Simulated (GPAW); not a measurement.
The system is Al2Cu.

```
Cu Al
1.0
    -2.03034    2.03034    2.85109
     2.03034   -2.03034    2.85109
     2.03034    2.03034   -2.85109
Cu Al
1 2
Direct
  0.50000 0.50000 0.00000
  0.25000 0.75000 0.50000
  0.75000 0.25000 0.50000
```

The cell comes from a database or a generator and needn't be the stable form of this composition.

```yaml
Program: GPAW 26.7.0
Task: relaxation of cell and atoms
Functional: PBEsol
Dispersion: D3(BJ)
Potentials_or_basis: PAW data sets generated in the run's folder for this functional
Cutoff: 600 eV
Basis: pw
k_mesh: 8 × 8 × 8
Occupations: fermi-dirac, width 0.05 eV
Spin: no spin polarisation
```

At the start: pressure -3.3 GPa; volume 15.67 Å³/atom.

**Question.** Where does the relaxation end?

**Answer.** Over 6 steps the energy falls by 5.2 meV/atom and the volume is 15.21 Å³/atom (-3.0 %); space group Fm-3m (No. 225, to 0.05 Å).

The path:
```csv
step,energy change (eV),largest force (eV/Å),pressure (GPa),volume (Å³)
1,0.0000,0.0000,-3.28,47.01
2,-0.0042,0.0000,-2.83,46.80
3,-0.0155,0.0000,0.15,45.51
4,-0.0156,0.0000,0.03,45.56
5,-0.0156,0.0000,-0.04,45.59
6,-0.0157,0.0000,-0.12,45.62
```

Final structure:
```
Cu Al
1.0
    -2.00660    2.00660    2.83242
     2.00660   -2.00660    2.83242
     2.00660    2.00660   -2.83242
Cu Al
1 2
Cartesian
  0.0000 0.0000 2.8324
  2.0066 0.0000 1.4162
  0.0000 2.0066 1.4162
```

Caveat: with this Cu data set, volumes or pressures lay over 1.5 % or 2 GPa off other programs in two to four cells of ten; later steps reuse the first step's grids; pairwise dispersion overbinds metals, which lowers pressure and volume.
